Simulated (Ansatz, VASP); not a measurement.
## MgI2: VASP beside Ansatz

INCAR

```
SYSTEM = MgI2
PREC = Accurate
ENCUT = 520
EDIFF = 1E-7
ISMEAR = 0
SIGMA = 0.01
LREAL = .False.
LASPH = .True.
NELM = 80
ALGO = Fast
ISIF = 2
LWAVE = .False.
LCHARG = .True.
GGA = PE
LELF = .True.
LVHAR = .True.
NBANDS = 15
```

The input KPOINTS:

```
regular mesh
0
Gamma
  6 6 6
  0 0 0
```

Contents of POSCAR:

```
MgI2
1.0
    2.0786779653      1.2001252828      6.8923459395
   -2.0786779653      1.2001252828      6.8923459395
    0.0000000000     -2.4002505656      6.8923459395
Mg I
1 2
Direct
    0.0000000000      0.0000000000      0.0000000000
    0.2526882635      0.2526882635      0.2526882635
    0.7473117365      0.7473117365      0.7473117365
```

Input for Ansatz:

```yaml
crystal:
  lattice:
    - [2.0786779653, 1.2001252828, 6.8923459395]
    - [-2.0786779653, 1.2001252828, 6.8923459395]
    - [0.0, -2.4002505656, 6.8923459395]
  atoms:
    - { symbol: Mg, position: [0.0, 0.0, 0.0] }
    - { symbol: I, position: [0.2526882635, 0.2526882635, 0.2526882635] }
    - { symbol: I, position: [0.7473117365, 0.7473117365, 0.7473117365] }
kpoints:
  mp_grid: { grid: [6, 6, 6] }
hamiltonian:
  xc: pbe
scf:
  occupations: { method: fixed }
  n_extra_bands: 4
output:
  forces: true
  stress: true
  eigenvalues: true
```

The cell was built by a generator and needn't be a form met in nature.

Alike in both runs: task single point; functional PBE; k mesh 6 × 6 × 6; no spin polarisation.

|  | VASP | Ansatz |
| --- | --- | --- |
| version | VASP 6.6.1 | Ansatz 0.2.0 |
| potentials or method | VASP PAW PBE potentials, release 64 (Mg, I) | plane waves, PAW |
| plane-wave cutoff (eV) | 520 | 420 |
| occupations | gaussian, width 0.01 eV | fixed |
| valence electrons in the cell | 16 | 44 |

Ansatz gave:

- gap on the k mesh at the Fermi level (eV): 3.27
- pressure (GPa): 1.1
- largest component of the traceless stress (GPa): 0.14
- rms of the force components (eV/Å): 0.005

What did VASP give for the same quantities?

gap on the k mesh at the Fermi level (eV): 3.25; pressure (GPa): 1.1; largest component of the traceless stress (GPa): 0.15; rms of the force components (eV/Å): 0.000.

Atom by atom the forces differ by 0.005 eV/Å (rms over components). The two sets of potentials don't hold the same shells in valence.

Caveats: spin-orbit coupling is left out, which moves the levels of the heavy elements. A k mesh can miss the band edges.
